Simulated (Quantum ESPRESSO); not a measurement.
Crystal: Nb.

```
Nb
1.0
    -1.66395    1.66395    1.66395
     1.66395   -1.66395    1.66395
     1.66395    1.66395   -1.66395
Nb
1
Direct
  0.00000 0.00000 0.00000
```

Base run:

| Property | Result |
| --- | --- |
| Program | Quantum ESPRESSO 7.5 |
| Functional | AM05 |
| Potentials or basis | SG15 PBE 1.2 |
| Cutoff | 952 eV |
| Density cutoff | 3810 eV |
| k mesh | 11 × 11 × 11 |
| Occupations | fermi-dirac, width 0.05 eV |
| Spin | no spin polarisation |

Its results: band gap on the k mesh none (metal or under the smearing width); pressure -7.9 GPa.

Q: After a change of settings the same cell gave: band gap on the k mesh none (metal or under the smearing width); pressure -0.3 GPa. Which change was it?
A. functional from AM05 to TPSS; k mesh from 11 × 11 × 11 to 8 × 8 × 8
B. functional from AM05 to revPBE
C. functional from AM05 to PW91
D. functional from AM05 to r2SCAN; k mesh from 11 × 11 × 11 to 8 × 8 × 8

A: B.

revPBE binds less tightly than AM05, so the same cell stands under more pressure.

Caveats: the potentials were made for another functional, which shifts forces and pressure.

Runs at the PBE level aren't shown here.
